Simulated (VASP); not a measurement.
# W (Fm-3m) in VASP: a series of runs

One crystal, W, is run at these levels: PBEsol, r2SCAN; tasks: single point, relaxation of cell and atoms.

All numbers are computed with VASP 6.6.1; they aren't measurements. Logs are shortened: lines on timing, memory, paths and dates and some standing lists are left out, and cuts for length are marked.

## Step 1: Starting point

Symmetry: Fm-3m, No. 225, cubic system. The conventional cell has a = 4.060 Å, b = 4.060 Å, c = 4.060 Å, α = 90.00°, β = 90.00°, γ = 90.00°. Around W (site symmetry m-3m) lie 12 W at 2.87 Å.

This isn't the form of W at room conditions, which is bcc.

## Step 2: Single point, PBEsol

INCAR

```
SYSTEM = W
PREC = Accurate
ENCUT = 550
EDIFF = 1E-6
ISMEAR = 0
SIGMA = 0.02
LREAL = .False.
LASPH = .True.
NELM = 60
ALGO = Normal
ISIF = 2
LWAVE = .False.
LCHARG = .False.
GGA = PS
```

KPOINTS

```
regular mesh
0
Gamma
  11 11 11
  0 0 0
```

POSCAR

```
W
1.0
    0.0000000000      2.0300000000      2.0300000000
    2.0300000000      0.0000000000      2.0300000000
    2.0300000000      2.0300000000      0.0000000000
W
1
Direct
    0.0000000000      0.0000000000      0.0000000000
```

Potentials or basis: VASP PAW PBE potentials, release 64 (W_sv_GW).

On the command line:

```console
cat potpaw_PBE.64/W_sv_GW/POTCAR > POTCAR
mpirun -np 1 vasp_std > vasp.out
```

OUTCAR:

```text
SYSTEM = W
   PREC = Accurate
   ENCUT = 550
   EDIFF = 1E-6
   ISMEAR = 0
   LREAL = .False.
   LASPH = .True.
   NELM = 60
   ISIF = 2
   GGA = PS

 ion  position               nearest neighbor table
   1  0.000  0.000  0.000-

  LATTYP: Found a face centered cubic cell.
 ALAT       =     4.0600000000

  Lattice vectors:

 A1 = (   0.0000000000,   2.0300000000,   2.0300000000)
 A2 = (   2.0300000000,   0.0000000000,   2.0300000000)
 A3 = (   2.0300000000,   2.0300000000,   0.0000000000)

Analysis of symmetry for initial positions (statically):
=====================================================================
 Subroutine PRICEL returns:
 Original cell was already a primitive cell.

 Routine SETGRP: Setting up the symmetry group for a
 face centered cubic supercell.

 Subroutine GETGRP returns: Found 48 space group operations
 (whereof 48 operations were pure point group operations)
 out of a pool of 48 trial point group operations.

The static configuration has the point symmetry O_h .

Analysis of symmetry for dynamics (positions and initial velocities):
=====================================================================
 Subroutine PRICEL returns:
 Original cell was already a primitive cell.

 Routine SETGRP: Setting up the symmetry group for a
 face centered cubic supercell.

 Subroutine GETGRP returns: Found 48 space group operations
 (whereof 48 operations were pure point group operations)
 out of a pool of 48 trial point group operations.

The dynamic configuration has the point symmetry O_h .

 Subroutine INISYM returns: Found 48 space group operations
 (whereof 48 operations are pure point group operations),
 and found     1 'primitive' translations

----------------------------------------------------------------------------------------

                                     Primitive cell

  volume of cell :      16.7309

  direct lattice vectors                    reciprocal lattice vectors
     0.000000000  2.030000000  2.030000000    -0.246305419  0.246305419  0.246305419
     2.030000000  0.000000000  2.030000000     0.246305419 -0.246305419  0.246305419
     2.030000000  2.030000000  0.000000000     0.246305419  0.246305419 -0.246305419

  length of vectors
     2.870853532  2.870853532  2.870853532     0.426613499  0.426613499  0.426613499

  position of ions in fractional coordinates (direct lattice)
     0.000000000  0.000000000  0.000000000

  ion indices of the primitive-cell ions
   primitive index   ion index
                 1           1

----------------------------------------------------------------------------------------

 KPOINTS: regular mesh

Automatic generation of k-mesh.
 Grid dimensions read from file:
 generate k-points for:   11   11   11

 Generating k-lattice:

  Cartesian coordinates                     Fractional coordinates (reciprocal lattice)
    -0.022391402  0.022391402  0.022391402     0.090909091  0.000000000  0.000000000
     0.022391402 -0.022391402  0.022391402     0.000000000  0.090909091  0.000000000
     0.022391402  0.022391402 -0.022391402     0.000000000  0.000000000  0.090909091

  Length of vectors
     0.038783045  0.038783045  0.038783045

  Shift w.r.t. Gamma in fractional coordinates (k-lattice)
     0.000000000  0.000000000  0.000000000

 Subroutine IBZKPT returns following result:
 ===========================================

 Found     56 irreducible k-points:

 Following reciprocal coordinates:
            Coordinates               Weight
  0.000000  0.000000  0.000000      1.000000
  0.090909  0.000000  0.000000      8.000000
  0.181818  0.000000  0.000000      8.000000
  0.272727  0.000000  0.000000      8.000000
  0.363636  0.000000  0.000000      8.000000
  0.454545  0.000000  0.000000      8.000000
[... 42 lines left out ...]
 -0.363636  0.363636  0.090909     48.000000
 -0.272727  0.363636  0.090909     24.000000
 [... further k-points ...]
   k-points           NKPTS =     56   k-points in BZ     NKDIM =     56   number of bands    NBANDS=     11
   number of dos      NEDOS =    301   number of ions     NIONS =      1
   total plane-waves  NPLWV =  13824
   dimension x,y,z NGX =    24 NGY =   24 NGZ =   24
   dimension x,y,z NGXF=    48 NGYF=   48 NGZF=   48
   ions per type =               1
   NGX,Y,Z   is equivalent  to a cutoff of  13.90, 13.90, 13.90 a.u.
   NGXF,Y,Z  is equivalent  to a cutoff of  27.80, 27.80, 27.80 a.u.
 SYSTEM =  W
   PREC   = accura    normal or accurate (medium, high low for compatibility)
   ISTART =      0    job   : 0-new  1-cont  2-samecut
   ICHARG =      2    charge: 1-file 2-atom 10-const
   ISPIN  =      1    spin polarized calculation?
   LNONCOLLINEAR =      F non collinear calculations
   LSORBIT =      F    spin-orbit coupling
   LASPH  =      T    aspherical Exc in radial PAW
   ENCUT  =  550.0 eV  40.42 Ry    6.36 a.u.   5.49  5.49  5.49*2*pi/ulx,y,z
   NELM   =     60;   NELMIN=  2; NELMDL= -5     # of ELM steps
   EDIFF  = 0.1E-05   stopping-criterion for ELM
   LREAL  =      F    real-space projection
   EDIFFG = 0.1E-04   stopping-criterion for IOM
   NSW    =      0    number of steps for IOM
   IBRION =     -1    ionic relax: 0-MD 1-quasi-New 2-CG
   NFREE  =      0    steps in history (QN), initial steepest desc. (CG)
   ISIF   =      2    stress and relaxation
   ISYM   =      2    0-nonsym 1-usesym 2-fastsym
   POTIM  = 0.5000    time-step for ionic-motion
   TEBEG  =    0.0;   TEEND  =   0.0 temperature during run
   PSTRESS=    0.0 pullay stress
   NELECT =      14.0000    total number of electrons
   NUPDOWN=      -1.0000    fix difference up-down
   EMIN   =  10.00;   EMAX   =-10.00  energy-range for DOS
   EFERMI =   0.00;   METHOD = LEGACY
   ISMEAR =     0;   SIGMA  =   0.02  broadening in eV -4-tet -1-fermi 0-gaus
   EFERMI_NEDOS =   21; number of points for ismear=-14 and -15
   IALGO  =     38    algorithm
   IMIX   =      4    mixing-type and parameters
     AMIX     =   0.40;   BMIX     =  1.00
     AMIX_MAG =   1.60;   BMIX_MAG =  1.00
  volume/ion in A,a.u.               =      16.73       112.91
  Fermi-wavevector in a.u.,A,eV,Ry     =   1.542688  2.915258 32.380324  2.379887
  Thomas-Fermi vector in A             =   2.648457
   LORBIT       =      0    0 simple, 1 ext, 2 COOP (PROOUT), +10 PAW based schemes
   GGA     = PS    functional components
   LHFCALC =     F    Hartree Fock is set to
   AEXX    =    0.0000 exact exchange contribution
   IVDW    =     0    specifies the selected vdW correction
   LEPSILON=     F    determine dielectric tensor
   LRPA    =     F    only Hartree local field effects (RPA)
 non-spin polarized calculation
 Gauss-broadening in eV      SIGMA  =   0.02
  energy-cutoff  :      550.00
  volume of cell :       16.73
 maximum number of plane-waves:       531
 NGX is ok and might be reduce to    24
   NGX = 11   NGY = 11   NGZ = 11

 number of electron      14.0000000 magnetization

 Free energy of the ion-electron system (eV)
  ---------------------------------------------------
  ext. energy  EPLUGINS =         0.00000000
  ---------------------------------------------------
  free energy    TOTEN  =       -15.37543039 eV

  energy without entropy =      -15.37532428  energy(sigma->0) =      -15.37537733

 E-fermi :  11.1815     XC(G=0): -13.7071

 val. band max:       11.1347305330   @ k =  -0.2727   0.0909   0.0000
 cond. band min:      11.1977613560   @ k =   0.1818   0.0909   0.0000
 fundamental gap:      0.0630308230
 Fermi energy:        11.1815250700

 k-point     1 :       0.0000    0.0000    0.0000
  band No.  band energies     occupation
      1     -62.5244      2.00000
      2     -26.1551      2.00000
      3     -26.1551      2.00000
      4     -26.1551      2.00000
      5       2.2791      2.00000
      6      10.6342      2.00000
      7      10.6342      2.00000
      8      10.6342      2.00000
      9      13.6631      0.00000
     10      13.6631      0.00000
     11      23.9572      0.00000

 k-point     2 :       0.0909    0.0000    0.0000
  band No.  band energies     occupation
      1     -62.5165      2.00000
      2     -26.2448      2.00000
      3     -26.1664      2.00000
      4     -26.1664      2.00000
      5       2.6306      2.00000
      6      10.3766      2.00000
      7      10.7934      2.00000
      8      10.7934      2.00000
      9      13.5270      0.00000
     10      13.5270      0.00000
     11      24.6390      0.00000

 k-point     3 :       0.1818    0.0000    0.0000
  band No.  band energies     occupation
      1     -62.4957      2.00000
      2     -26.4828      2.00000
      3     -26.1973      2.00000
      4     -26.1973      2.00000
      5       3.5794      2.00000
      6       9.8647      2.00000
      7      11.0733      2.00000
      8      11.0733      2.00000
      9      13.4209      0.00000
     10      13.4209      0.00000
     11      25.2774      0.00000

 k-point     4 :       0.2727    0.0000    0.0000
  band No.  band energies     occupation
      1     -62.4683      2.00000
      2     -26.7851      2.00000
      3     -26.2372      2.00000
      4     -26.2372      2.00000
      5       4.7448      2.00000
      6       9.6818      2.00000
      7      11.0014      2.00000
      8      11.0014      2.00000
      9      13.9737      0.00000
     10      13.9737      0.00000
     11      23.7492      0.00000
[... 463 lines left out ...]
 k-point    38 :       0.3636    0.1818    0.0909
  band No.  band energies     occupation
      1     -62.4546      2.00000
      2     -26.8021      2.00000
      3     -26.3875      2.00000
      4     -26.2662      2.00000
      5       5.5519      2.00000
      6       8.9765      2.00000
      7      10.4213      2.00000
      8      11.8575      0.00000
      9      13.1181      0.00000
     10      15.5042      0.00000
     11      25.0340      0.00000

 k-point    39 :       0.4545    0.1818    0.0909
  band No.  band energies     occupation
      1     -62.4321      2.00000
      2     -27.0100      2.00000
      3     -26.4404      2.00000
      4     -26.3111      2.00000
      5       6.3526      2.00000
      6       9.3874      2.00000
      7       9.9290      2.00000
      8      11.5094      0.00000
      9      14.5037      0.00000
     10      16.7151      0.00000
     11      22.9558      0.00000

 k-point    40 :      -0.4545    0.1818    0.0909
  band No.  band energies     occupation
      1     -62.4187      2.00000
      2     -27.1328      2.00000
      3     -26.4645      2.00000
      4     -26.3429      2.00000
      5       6.5550      2.00000
      6       9.3360      2.00000
      7      10.6364      2.00000
      8      11.2625      0.00000
      9      15.6367      0.00000
     10      17.5914      0.00000
     11      20.8435      0.00000

 [... further k-points ...]

------------------------ aborting loop because EDIFF is reached ----------------------------------------

  FORCE on cell =-STRESS in cart. coord.  units (eV):
  Direction    XX          YY          ZZ          XY          YZ          ZX
  --------------------------------------------------------------------------------------
  -------------------------------------------------------------------------------------
  Total       -1.4932616     -1.4932616     -1.4932616      0.0000000     -0.0000000      0.0000000
  in kB     -142.9974791   -142.9974791   -142.9974791      0.0000000     -0.0000000      0.0000000
  external PRESSURE =    -142.9974791 kB  Pullay stress =       0.0000000 kB

 VOLUME and BASIS-vectors are now :
 -----------------------------------------------------------------------------
  energy-cutoff  :      550.00
  volume of cell :       16.73
      direct lattice vectors                 reciprocal lattice vectors
     0.000000000  2.030000000  2.030000000    -0.246305419  0.246305419  0.246305419
     2.030000000  0.000000000  2.030000000     0.246305419 -0.246305419  0.246305419
     2.030000000  2.030000000  0.000000000     0.246305419  0.246305419 -0.246305419

 POSITION                                       TOTAL-FORCE (eV/Angst)
 -----------------------------------------------------------------------------------
      0.00000      0.00000      0.00000         0.000000     -0.000000      0.000000
 -----------------------------------------------------------------------------------
    total drift:                                0.000000      0.000000      0.000000

  FREE ENERGIE OF THE ION-ELECTRON SYSTEM (eV)
  ---------------------------------------------------
  free  energy   TOTEN  =       -15.3754303916 eV

  energy  without entropy=      -15.3753242758  energy(sigma->0) =      -15.37537733
```

Run time: 14 s. Hardware: 1 thread of Intel Xeon Platinum 8488C (Sapphire Rapids), shared host; peak memory 0.15 GiB.

Results:

- Free energy: -15.3754 eV
- Pressure: -14.3 GPa
- Band gap on the k mesh: none (metal or under the smearing width)

Caveat: the PAW data sets were made with another functional, which shifts forces and pressure a little. The run has no spin-orbit coupling, so splittings on W are missing.

## Step 3: Single point, PBEsol

run.py

```python
from ase import Atoms
from ase.calculators.vasp import Vasp
from ase.dft.bandgap import bandgap

atoms = Atoms(
    ['W'],
    cell=[[0.0, 2.03, 2.03], [2.03, 0.0, 2.03], [2.03, 2.03, 0.0]],
    scaled_positions=[[0.0, 0.0, 0.0]],
    pbc=True,
)
calc = Vasp(
    directory='calc',
    xc='pbesol',
    pp='PBE',
    setups='gw',
    prec='Accurate',
    encut=550,
    ediff=1e-06,
    ismear=0,
    sigma=0.02,
    lreal=False,
    lasph=True,
    nelm=60,
    algo='Normal',
    isif=2,
    lwave=False,
    lcharg=False,
    kpts=[11, 11, 11],
    gamma=True,
)
atoms.calc = calc

print('energy (eV):', atoms.get_potential_energy())
print('free energy (eV):', atoms.get_potential_energy(force_consistent=True))
print('forces (eV/A):')
print(atoms.get_forces())
print('stress (eV/A^3, Voigt):', atoms.get_stress())
print('Fermi level (eV):', calc.get_fermi_level())
gap, top, bottom = bandgap(calc)
print('band gap (eV):', gap, 'from (spin, k, band)', top, 'to', bottom)
```

Potentials or basis: VASP PAW PBE potentials, release 64 (W_sv_GW).

On the command line:

```console
python run.py
```

It took 15 s on 1 thread of Intel Xeon Platinum 8488C (Sapphire Rapids), shared host; peak memory 0.15 GiB.

Results (log left out):

```
Free energy            : -15.3754 eV
Pressure               : -14.3 GPa
Band gap on the k mesh : none (metal or under the smearing width)
```

Levels at points of the mesh, in eV from the Fermi level:
```csv
k point,band 5,band 6,band 7,band 8,band 9,band 10
"(0.00, 0.00, 0.00)",-8.90,-0.55,-0.55,-0.55,2.48,2.48
```

Caveat: the PAW data sets were made with another functional, which shifts forces and pressure a little. The run has no spin-orbit coupling, so splittings on W are missing.

## Step 4: Relaxation of cell and atoms, r2SCAN

INCAR

```
SYSTEM = W
PREC = Accurate
ENCUT = 600
EDIFF = 1E-6
ISMEAR = -1
SIGMA = 0.05
LREAL = .FALSE.
LASPH = .TRUE.
NELM = 80
ALGO = Normal
ISIF = 3
LWAVE = .FALSE.
LCHARG = .FALSE.
METAGGA = R2SCAN
LMIXTAU = .TRUE.
IBRION = 2
NSW = 40
EDIFFG = -0.005
```

KPOINTS

```
Automatic mesh
0
G
  11 11 11
  0 0 0
```

POSCAR is that of step 2.

Potentials or basis: VASP PAW PBE potentials, release 64 (W_sv).

On the command line:

```console
cat potpaw_PBE.64/W_sv/POTCAR > POTCAR
mpirun -np 1 vasp_std > vasp.out
```

It took 80 s on 1 thread of Intel Xeon 6975P-C (Granite Rapids), shared host; peak memory 0.16 GiB.

Results (log left out):

```
Free energy                            : -50.8091 eV
Relaxed volume                         : 16.24 Å³/atom
Relaxed cell                           : a = 2.843 Å, b = 2.843 Å, c = 2.843 Å, α = 60.00°, β = 60.00°, γ = 60.00°
Space group after relaxing (to 0.05 Å) : Fm-3m (No. 225)
Energy gained by relaxing              : 13.1 meV/atom
Ionic steps                            : 7
Pressure after relaxing                : 0.0 GPa
Band gap on the k mesh                 : none (metal or under the smearing width)
```

The path:
```
step  energy change (eV)  largest force (eV/Å)  pressure (GPa)  volume (Å³)
   1              0.0000                0.0000           -8.35        16.73
   2              0.1533                0.0000           37.95        14.71
   3             -0.0131                0.0000           -0.43        16.27
   4             -0.0131                0.0000           -0.06        16.25
   5             -0.0131                0.0000            0.12        16.24
   6             -0.0131                0.0000           -0.33        16.26
   7             -0.0131                0.0000            0.00        16.24
```

Final structure:
```
W
1.0
     0.00000    2.01008    2.01008
     2.01008    0.00000    2.01008
     2.01008    2.01008    0.00000
W
1
Direct
  0.00000 0.00000 0.00000
```

Levels at points of the mesh, in eV from the Fermi level:
| k point | band 5 | band 6 | band 7 | band 8 | band 9 | band 10 |
| --- | --- | --- | --- | --- | --- | --- |
| (0.00, 0.00, 0.00) | -9.56 | -0.62 | -0.62 | -0.62 | 2.82 | 2.82 |

Caveat: the PAW data sets were made with another functional, which shifts forces and pressure a little.
